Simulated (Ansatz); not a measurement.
# In (Im-3m) in Ansatz: a series of runs

The runs below take In through projected density of states, with LDA, PBEsol, r2SCAN.

All numbers are computed with Ansatz 0.2.0; they aren't measurements. Logs are shortened: lines on timing, memory, paths and dates and some standing lists are left out, and cuts for length are marked.

## Step 1: Starting point

The structure is cubic, space group Im-3m (No. 229). The conventional cell has a = 3.765 Å, b = 3.765 Å, c = 3.765 Å, α = 90.00°, β = 90.00°, γ = 90.00°. Around In (site symmetry m-3m) lie 8 In at 3.26 Å.

This isn't the form of In at room conditions, which is tetragonal.

## Step 2: Projected density of states, LDA

Contents of input.yaml:

```yaml
crystal:
  lattice:
    - [-1.88252524, 1.88252524, 1.88252524]
    - [1.88252524, -1.88252524, 1.88252524]
    - [1.88252524, 1.88252524, -1.88252524]
  atoms:
    - { symbol: In, position: [0.0, 0.0, 0.0] }
hamiltonian:
  xc: lda
  pseudopotentials: { kind: paw }
kpoints:
  mp_grid: { grid: [6, 6, 6] }
scf:
  occupations: { method: fermi_dirac, width: 0.05 }
  n_extra_bands: 6
output:
  forces: true
  stress: true
  eigenvalues: true
  dos: { projected: true, de: 0.05, nscf_kmesh: { grid: [9, 9, 9] } }
```

Potentials or basis: Ansatz PAW.

The run is started by

```console
$ ansatz run input.yaml --threads 2 --pin off --max-ram 5632MiB --backend cpu --events-out ev --progress --plain --runs-dir out
```

The program printed:

```text
Warning: RAYON_NUM_THREADS=2 ignored (pool sized by the plan → 2); use --threads N
scf.n_extra_bands = 6 over 7 filled bands (N_el = 13.0): the run solves 13 bands
Engine: ansatz 0.2.0, aarch64-unknown-linux-gnu
Pseudopotentials: kind: paw
Pseudopotential: In, paw, valence charge 13, recommended cutoff 420 eV (normal), In.paw.azcp
Functional definition: SPW92
  exchange = slater_x
  correlation = pw_c
Crystal: 1 atoms, lattice volume = 26.686 Å³
Basis set: ecut = 420 eV, 531 PW (Γ)
Bands: 13, of which v1, the nominal top of the filled ones, is band 7 counted from 1 (6 counted from 0)
Symmetry: 48 space group operations
Space group: Im-3m (ITA 229), of the structure as read, at distance tolerance 3.0e-5 Å
k-points: 16 of 216
Non-local potential: In, projectors of the file, l = 0: 2, l = 1: 2, l = 2: 2, l = 3: 2
PAW form: soft (Blöchl's): semilocal exchange-correlation on the pseudo side does not see the compensation charge
PAW frozen core: In, regenerated for the run's functional, and the local potential with it (the file was generated under x = pbe(κ = 0.804, μ = 0.2195149727645171), c = pbe(β = 0.06672455060314922))
PAW one-centre angular grid: In, 590 points (default); XC on 64 Gauss nodes
Initial density: superposition of atomic densities (neutral atoms: chi_scale 0, normalization atom), corrected by the library's trained network
Initial wavefunctions: pseudopotential atomic-orbital guess
Functional: x = slater, c = lda
SCF iter   1: F=—  HF=-5457.158607 eV  |F-HF|=—  |Δ(HF+E_count)|=         —  Δρ=6.64e-3  dr2=7.45e-3  ethr=1.77e-3  ⟨swp⟩=5.5  Hψ=1213  notcnv=0  defer=2
preconditioner: auto → none  [insulator: Δε(μ)=0.374 eV  Ē_g=22.135 eV  σ=0.050 eV  W_gap=0.87  n_scr=12 (ndim 8)  ℏωp=25.9 eV  f_vac=0.000  D(μ)=0.50/eV (n_scr^D=0)  ε∞_Penn≈2.4]
SCF iter   2: F=—  HF=-5457.154190 eV  |F-HF|=—  |Δ(HF+E_count)|=   4.42e-3  Δρ=9.47e-4  dr2=1.44e-4  ethr=5.73e-5  ⟨swp⟩=2.8  Hψ=510  notcnv=0  defer=24
SCF iter   3: F=—  HF=-5457.154181 eV  |F-HF|=—  |Δ(HF+E_count)|=   9.53e-6  Δρ=3.48e-4  dr2=2.32e-5  ethr=1.11e-6  ⟨swp⟩=1.0  Hψ=181  notcnv=0  defer=24
SCF iter   4: F=—  HF=-5457.154181 eV  |F-HF|=—  |Δ(HF+E_count)|=   3.59e-7  Δρ=1.38e-5  dr2=3.16e-8  ethr=1.79e-7  ⟨swp⟩=1.0  Hψ=181  notcnv=0  defer=24
iter 5 did not close the SCF: its close was put off for the readings that it lacked (scf_convergence_deferred on its scf_iter line)
SCF iter   5: F=-5457.154181 eV  HF=-5457.154181 eV  |F-HF|=2.08e-9  |Δ(HF+E_count)|=   1.99e-8  Δρ=4.23e-6  dr2=2.38e-9  ethr=2.43e-10  ⟨swp⟩=2.6  Hψ=292  notcnv=0  defer=24
SCF iter   6: F=-5457.154181 eV  HF=-5457.154181 eV  |F-HF|=9.09e-13  |Δ(HF+E_count)|=   1.29e-9  Δρ=8.49e-8  dr2=9.41e-13  ethr=1.83e-11  ⟨swp⟩=5.6  Hψ=823  notcnv=0
SCF 1 converged in 6 iterations: F = -5457.154181 eV  dr2 = 9.41e-13
NSCF: frozen V_eff on 35 k-points
SCF converged after 6 iterations
Free energy (F): -5457.154181 eV
Harris-Foulkes:  -5457.154181 eV  (|F-HF|=9.09e-13)
Internal energy: -5457.149787 eV  (E = F + TS)
E sigma→0 (E₀):  -5457.151984 eV
Entropy (-TS):   -0.004394 eV (-4.394 meV/atom)
Fermi energy:    9.400983 eV
--- Per-component energies (eV) ---
  E_band       = -30.830116
  E_kinetic    = 241.700979
  E_local      = -1089.852390  (includes V_loc(G=0)·N_el)
  E_nonlocal   = 369.193581
  E_hartree    = 424.282202
  E_xc         = -213.913820
  E_vxc        = -101.398033  (∫ρ·V_xc dr)
  E_paw        = -4012.735772  (= ΣΔE_a)
  E_vpaw       = -299.038693  (= ΣTr[D̂ρ^β])
  E_aug_tail   = 0.000025  (compensation charges beyond the density's cutoff)
  E_ewald      = -1176.109129
  E_core_change = 0.284536  (= ΣΔE_core)
  E_smearing   = -0.004394  (= −TS)
  E_closure    = 0.000000  (closes the sum)
  Σ components = -5457.154181   (vs F -5457.154181, Δ=0.00e0)
--- Forces (eV/Å), atoms counted from 1 ---
  atom   1  In    -0.00000000     0.00000000     0.00000000
  max |Σ_I F_I| component: 1.28e-30 eV/Å
--- Stress (GPa, compression-positive) ---
       -3.749054      -0.000000       0.000000
        0.000000      -3.749054       0.000000
        0.000000       0.000000      -3.749054
  P = ⅓ Tr σ = -3.7491 GPa (-37.491 kbar)
--- Band table (eV; the first three rows and the last of 16) ---
  k-point 0: bands = ["-4.9657", "-4.9657", "-4.9657", "-4.6966", "-4.6966", "0.1731", "20.3310", "20.3310", "20.3310", "22.6516", "22.6516", "22.6516", "24.5382"]
  k-point 1: bands = ["-4.9926", "-4.9458", "-4.8608", "-4.7220", "-4.6976", "0.8105", "16.0691", "18.3538", "19.1384", "20.9754", "21.2631", "22.7410", "25.3742"]
  k-point 2: bands = ["-5.0462", "-4.9647", "-4.7290", "-4.6988", "-4.6429", "2.7564", "10.5957", "16.1671", "17.4769", "19.9981", "20.1034", "24.5793", "26.2072"]
  k-point 15: bands = ["-5.0662", "-5.0662", "-4.5710", "-4.5710", "-4.5710", "10.2982", "10.8434", "10.8434", "10.8434", "14.9997", "14.9997", "29.0104", "32.2658"]
```

It took 0.55 s on 2 threads of Arm Neoverse V2, shared host; peak memory 0.25 GiB.

Results:

```
Free energy                          : -5457.1542 eV
Pressure                             : -3.7 GPa
Band gap on the k mesh               : none (metal or under the smearing width)
Density of states at the Fermi level : 0.41 states/eV per cell
```

States per cell in windows of 1 eV (zero at the Fermi level; states under -8 eV left out):
```csv
from (eV),total,In 5p,In 5s
-8.0,0.21,0.11,0.10
-7.0,0.27,0.14,0.12
-6.0,0.32,0.16,0.16
-5.0,0.46,0.18,0.27
-4.0,0.41,0.12,0.29
-3.0,0.20,0.11,0.09
-2.0,0.45,0.34,0.10
-1.0,0.49,0.34,0.13
0.0,0.49,0.36,0.12
1.0,0.58,0.47,0.10
2.0,0.55,0.44,0.08
3.0,0.56,0.46,0.07
4.0,0.60,0.50,0.07
5.0,0.61,0.49,0.06
6.0,0.91,0.68,0.05
7.0,0.68,0.47,0.03
```

Caveat: the k mesh is coarse (spacing up to 0.39 Å⁻¹), so the values aren't converged; the PAW data sets come from PBE, with cores solved anew for the run's functional, which leaves a small shift of forces and pressure; the density of states is complete only up to the lowest level of the last band computed.

## Step 3: Projected density of states, PBEsol

input.yaml, as its differences from that of step 2:

```diff
@@ -8,3 +8,3 @@
 hamiltonian:
-  xc: lda
+  xc: pbesol
   pseudopotentials: { kind: paw }
@@ -20 +20,5 @@
   dos: { projected: true, de: 0.05, nscf_kmesh: { grid: [9, 9, 9] } }
+  write_density: true
+  write_potential: true
+  elf: true
+  volumetric_format: npy
```

Potentials or basis: Ansatz PAW.

The run is started by

```console
$ ansatz run input.yaml --threads 2 --pin off --max-ram 5632MiB --backend cpu --events-out ev --progress --plain --runs-dir out
```

The program printed:

```text
Warning: RAYON_NUM_THREADS=2 ignored (pool sized by the plan → 2); use --threads N
scf.n_extra_bands = 6 over 7 filled bands (N_el = 13.0): the run solves 13 bands
Engine: ansatz 0.2.0, aarch64-unknown-linux-gnu
Pseudopotentials: kind: paw
Pseudopotential: In, paw, valence charge 13, recommended cutoff 420 eV (normal), In.paw.azcp
Functional definition: PBEsol
  exchange = pbesol_x
  correlation = pbesol_c
Crystal: 1 atoms, lattice volume = 26.686 Å³
Basis set: ecut = 420 eV, 531 PW (Γ), exchange–correlation on 48×48×48 points (8 copies of the dense FFT grid, shifted against one another)
Bands: 13, of which v1, the nominal top of the filled ones, is band 7 counted from 1 (6 counted from 0)
Symmetry: 48 space group operations
Space group: Im-3m (ITA 229), of the structure as read, at distance tolerance 3.0e-5 Å
k-points: 16 of 216
Non-local potential: In, projectors of the file, l = 0: 2, l = 1: 2, l = 2: 2, l = 3: 2
PAW form: soft (Blöchl's): semilocal exchange-correlation on the pseudo side does not see the compensation charge
PAW frozen core: In, regenerated for the run's functional, and the local potential with it (the file was generated under x = pbe(κ = 0.804, μ = 0.2195149727645171), c = pbe(β = 0.06672455060314922))
PAW one-centre angular grid: In, 590 points (default); XC on 64 Gauss nodes
Initial density: superposition of atomic densities (neutral atoms: chi_scale 0, normalization atom), corrected by the library's trained network
Initial wavefunctions: pseudopotential atomic-orbital guess
Functional: x = pbesol(κ = 0.804, μ = 0.12345679012345678), c = pbesol(β = 0.046)
SCF iter   1: F=—  HF=-5525.420358 eV  |F-HF|=—  |Δ(HF+E_count)|=         —  Δρ=3.00e-3  dr2=2.87e-3  ethr=1.77e-3  ⟨swp⟩=5.3  Hψ=1194  notcnv=0  defer=4
preconditioner: auto → none  [insulator: Δε(μ)=0.423 eV  Ē_g=22.151 eV  σ=0.050 eV  W_gap=0.87  n_scr=12 (ndim 8)  ℏωp=25.9 eV  f_vac=0.000  D(μ)=0.49/eV (n_scr^D=0)  ε∞_Penn≈2.4]
SCF iter   2: F=—  HF=-5525.418100 eV  |F-HF|=—  |Δ(HF+E_count)|=   2.26e-3  Δρ=6.28e-4  dr2=5.65e-5  ethr=2.21e-5  ⟨swp⟩=2.8  Hψ=502  notcnv=0  defer=18
SCF iter   3: F=—  HF=-5525.418098 eV  |F-HF|=—  |Δ(HF+E_count)|=   2.27e-6  Δρ=3.27e-4  dr2=1.26e-5  ethr=4.35e-7  ⟨swp⟩=1.2  Hψ=193  notcnv=0  defer=18
iter 4 did not close the SCF: its close was put off for the readings that it lacked (scf_convergence_deferred on its scf_iter line)
SCF iter   4: F=-5525.418099 eV  HF=-5525.418099 eV  |F-HF|=8.99e-10  |Δ(HF+E_count)|=   1.10e-6  Δρ=1.29e-5  dr2=2.79e-8  ethr=9.69e-8  ⟨swp⟩=1.0  Hψ=181  notcnv=0  defer=18
iter 5 did not close the SCF: its close was put off for the readings that it lacked (scf_convergence_deferred on its scf_iter line)
SCF iter   5: F=-5525.418099 eV  HF=-5525.418099 eV  |F-HF|=6.51e-10  |Δ(HF+E_count)|=   2.38e-8  Δρ=2.26e-6  dr2=8.98e-10  ethr=2.14e-10  ⟨swp⟩=2.4  Hψ=290  notcnv=0  defer=18
SCF iter   6: F=-5525.418099 eV  HF=-5525.418099 eV  |F-HF|=3.64e-12  |Δ(HF+E_count)|=  2.76e-10  Δρ=1.80e-7  dr2=3.12e-12  ethr=6.91e-12  ⟨swp⟩=8.0  Hψ=1101  notcnv=0
SCF 1 converged in 6 iterations: F = -5525.418099 eV  dr2 = 3.12e-12
NSCF: frozen V_eff on 35 k-points
SCF converged after 6 iterations
Free energy (F): -5525.418099 eV
Harris-Foulkes:  -5525.418099 eV  (|F-HF|=3.64e-12)
Internal energy: -5525.413826 eV  (E = F + TS)
E sigma→0 (E₀):  -5525.415962 eV
Entropy (-TS):   -0.004274 eV (-4.274 meV/atom)
Fermi energy:    9.626289 eV
--- Per-component energies (eV) ---
  E_band       = -28.387246
  E_kinetic    = 241.279844
  E_local      = -1087.555299  (includes V_loc(G=0)·N_el)
  E_nonlocal   = 367.387000
  E_hartree    = 424.659411
  E_xc         = -213.916287
  E_vxc        = -100.235071  (∫ρ·V_xc dr)
  E_paw        = -4081.395294  (= ΣΔE_a)
  E_vpaw       = -298.582571  (= ΣTr[D̂ρ^β])
  E_aug_tail   = 0.000026  (compensation charges beyond the density's cutoff)
  E_ewald      = -1176.109129
  E_core_change = 0.235902  (= ΣΔE_core)
  E_smearing   = -0.004274  (= −TS)
  E_closure    = 0.000000  (closes the sum)
  Σ components = -5525.418099   (vs F -5525.418099, Δ=0.00e0)
--- Forces (eV/Å), atoms counted from 1 ---
  atom   1  In    -0.00000000    -0.00000000    -0.00000000
  max |Σ_I F_I| component: 3.18e-32 eV/Å
--- Stress (GPa, compression-positive) ---
       -2.161508       0.000000       0.000000
       -0.000000      -2.161508      -0.000000
       -0.000000      -0.000000      -2.161508
  P = ⅓ Tr σ = -2.1615 GPa (-21.615 kbar)
--- Band table (eV; the first three rows and the last of 16) ---
  k-point 0: bands = ["-4.7865", "-4.7865", "-4.7865", "-4.5195", "-4.5195", "0.3870", "20.6830", "20.6830", "20.6830", "22.7371", "22.7371", "22.7371", "24.6859"]
  k-point 1: bands = ["-4.8134", "-4.7670", "-4.6824", "-4.5448", "-4.5205", "1.0253", "16.3146", "18.6514", "19.4024", "21.1108", "21.3593", "22.8784", "25.5107"]
  k-point 2: bands = ["-4.8669", "-4.7863", "-4.5516", "-4.5216", "-4.4660", "2.9754", "10.8129", "16.4466", "17.6916", "20.1352", "20.1974", "24.7627", "26.3501"]
  k-point 15: bands = ["-4.8883", "-4.8883", "-4.3946", "-4.3946", "-4.3946", "10.6730", "11.0585", "11.0585", "11.0585", "15.0563", "15.0563", "29.2046", "32.4776"]
```

dos.tsv:

```text
# E-E_F[eV]	g_bin_mean(E)[states/eV]	N(E)
# format = ansatz-dos/2
# fermi_ev = 9.889726
# fermi_mp_grid = 9 9 9
# fermi_mp_shift = 0 0 0
# nscf_kmesh_grid = 9 9 9
# nscf_kmesh_shift = 0 0 0
# tetrahedron_fermi_ev = 9.871508
# g_bin_mean(E): the states in a bin one row spacing wide, centred on E, divided by that spacing. States that the method places at a single energy (under output.dos.method: tetrahedron, those of a tetrahedron whose four corners have one energy) are counted whole in the row whose bin holds that energy (on the edge of two bins, in the lower row). The sum of g_bin_mean over a run of rows, times the row spacing, is the number of states from half a spacing under the first of them to half a spacing over the last (a plain sum, not the trapezoid rule).
-15.279938	0.000000e0	0.000000e0
-15.229938	0.000000e0	0.000000e0
-15.179938	0.000000e0	0.000000e0
-15.129938	0.000000e0	0.000000e0
-15.079938	0.000000e0	0.000000e0
-15.029938	0.000000e0	0.000000e0
[... 738 lines left out ...]
21.920062	0.000000e0	2.600000e1
21.970062	0.000000e0	2.600000e1
```

pdos.tsv:

```text
# format = ansatz-pdos/7
# g_bin_mean(E): the states in a bin one row spacing wide, centred on E, divided by that spacing. States that the method places at a single energy (under output.dos.method: tetrahedron, those of a tetrahedron whose four corners have one energy) are counted whole in the row whose bin holds that energy (on the edge of two bins, in the lower row). The sum of g_bin_mean over a run of rows, times the row spacing, is the number of states from half a spacing under the first of them to half a spacing over the last (a plain sum, not the trapezoid rule).
[... 1525 lines left out ...]
-15.079938	0.000000e0	0.000000e0	0.000000e0	0.000000e0	0.000000e0	0.000000e0
-15.029938	0.000000e0	0.000000e0	0.000000e0	0.000000e0	0.000000e0	0.000000e0
[... 738 lines left out ...]
21.920062	0.000000e0	0.000000e0	0.000000e0	0.000000e0	0.000000e0	0.000000e0
21.970062	0.000000e0	0.000000e0	0.000000e0	0.000000e0	0.000000e0	0.000000e0
```

Wall time 0.6 s (2 threads of Arm Neoverse V2, shared host); peak memory 0.26 GiB.

Results:

```yaml
Free_energy: -5525.4181 eV
Pressure: -2.2 GPa
Band_gap_on_the_k_mesh: none (metal or under the smearing width)
Density_of_states_at_the_Fermi_level: 0.41 states/eV per cell
```

Levels at points of the mesh, in eV from the Fermi level:
| k point | band 3 | band 4 | band 5 | band 6 | band 7 | band 8 | band 9 | band 10 |
| --- | --- | --- | --- | --- | --- | --- | --- | --- |
| (0.00, 0.00, 0.00) | -14.41 | -14.15 | -14.15 | -9.24 | 11.06 | 11.06 | 11.06 | 13.11 |
| (0.00, 0.00, -0.50) | -14.16 | -14.15 | -13.98 | -3.76 | -2.94 | 6.00 | 7.43 | 10.19 |
| (-0.50, -0.50, -0.50) | -14.02 | -14.02 | -14.02 | 1.05 | 1.43 | 1.43 | 1.43 | 5.43 |

States per cell in windows of 1 eV (zero at the Fermi level; states under -8 eV left out):
| from (eV) | total | In 5p | In 5s |
| --- | --- | --- | --- |
| -8.0 | 0.21 | 0.11 | 0.10 |
| -7.0 | 0.27 | 0.14 | 0.12 |
| -6.0 | 0.32 | 0.16 | 0.15 |
| -5.0 | 0.45 | 0.18 | 0.26 |
| -4.0 | 0.40 | 0.13 | 0.27 |
| -3.0 | 0.23 | 0.12 | 0.11 |
| -2.0 | 0.46 | 0.35 | 0.11 |
| -1.0 | 0.47 | 0.33 | 0.13 |
| 0.0 | 0.50 | 0.36 | 0.12 |
| 1.0 | 0.58 | 0.46 | 0.10 |
| 2.0 | 0.55 | 0.44 | 0.08 |
| 3.0 | 0.56 | 0.45 | 0.08 |
| 4.0 | 0.60 | 0.49 | 0.07 |
| 5.0 | 0.61 | 0.48 | 0.06 |
| 6.0 | 0.92 | 0.67 | 0.05 |
| 7.0 | 0.69 | 0.46 | 0.03 |

Caveat: the k mesh is coarse (spacing up to 0.39 Å⁻¹), so the values aren't converged; the PAW data sets come from PBE, with cores solved anew for the run's functional, which leaves a small shift of forces and pressure; the density of states is complete only up to the lowest level of the last band computed.

## Step 4: Projected density of states, r2SCAN

input.yaml, as its differences from that of step 3:

```diff
@@ -8,3 +8,3 @@
 hamiltonian:
-  xc: pbesol
+  xc: r2scan
   pseudopotentials: { kind: paw }
```

The run is started by

```console
$ ansatz run input.yaml --threads 2 --pin off --max-ram 5632MiB --backend cpu --events-out ev --progress --plain --runs-dir out
```

Wall time 1.1 s (2 threads of Arm Neoverse V2, shared host); peak memory 0.32 GiB.

It converged, with:

```
Free energy                          : -5611.8300 eV
Pressure                             : -0.9 GPa
Band gap on the k mesh               : none (metal or under the smearing width)
Density of states at the Fermi level : 0.40 states/eV per cell
```

Levels at points of the mesh, in eV from the Fermi level:
| k point | band 3 | band 4 | band 5 | band 6 | band 7 | band 8 | band 9 | band 10 |
| --- | --- | --- | --- | --- | --- | --- | --- | --- |
| (0.00, 0.00, 0.00) | -15.17 | -14.89 | -14.89 | -9.74 | 11.69 | 11.69 | 11.69 | 13.80 |
| (0.00, 0.00, -0.50) | -14.91 | -14.90 | -14.72 | -3.89 | -3.17 | 6.27 | 7.88 | 10.56 |
| (-0.50, -0.50, -0.50) | -14.76 | -14.76 | -14.76 | 1.34 | 1.42 | 1.42 | 1.42 | 5.67 |

States per cell in windows of 0.5 eV (zero at the Fermi level; states under -8 eV left out):
```tsv
from (eV)	total	In 5p	In 5s
-8.0	0.11	0.06	0.05
-7.5	0.12	0.06	0.05
-7.0	0.13	0.07	0.06
-6.5	0.14	0.08	0.06
-6.0	0.15	0.08	0.07
-5.5	0.17	0.08	0.08
-5.0	0.20	0.09	0.11
-4.5	0.24	0.09	0.15
-4.0	0.20	0.07	0.13
-3.5	0.16	0.05	0.11
-3.0	0.10	0.05	0.05
-2.5	0.13	0.09	0.04
-2.0	0.19	0.14	0.05
-1.5	0.28	0.21	0.07
-1.0	0.24	0.16	0.07
-0.5	0.20	0.13	0.06
0.0	0.21	0.14	0.06
0.5	0.27	0.20	0.06
1.0	0.28	0.22	0.05
1.5	0.27	0.22	0.05
2.0	0.27	0.22	0.04
2.5	0.25	0.20	0.04
3.0	0.25	0.20	0.04
3.5	0.27	0.21	0.04
4.0	0.28	0.22	0.03
4.5	0.28	0.23	0.03
5.0	0.28	0.23	0.03
5.5	0.29	0.23	0.03
6.0	0.29	0.21	0.03
6.5	0.40	0.28	0.03
7.0	0.52	0.38	0.03
7.5	0.38	0.27	0.02
```

Caveat: the k mesh is coarse (spacing up to 0.39 Å⁻¹), so the values aren't converged; the PAW data sets come from PBE, with cores solved anew for the run's functional, which leaves a small shift of forces and pressure; the density of states is complete only up to the lowest level of the last band computed.

## Step 5: Summary

```tsv
level	cutoff (eV)	gap on the mesh (eV)	pressure (GPa)
LDA	420	none	-3.7
PBEsol	420	none	-2.2
r2SCAN	500	none	-0.9
```

Alike in all rows: task projected density of states; potentials or basis Ansatz PAW; no spin polarisation; cell as given; k mesh 6 × 6 × 6; smearing fermi-dirac 0.05 eV; the mesh is coarse, so values aren't converged.

Caveats: all runs use coarse meshes; the PAW data sets come from PBE, with cores solved anew for the run's functional, which leaves a small shift of forces and pressure; the density of states is complete only up to the lowest level of the last band computed.

Absolute energies hang on the potentials; compare differences alone.
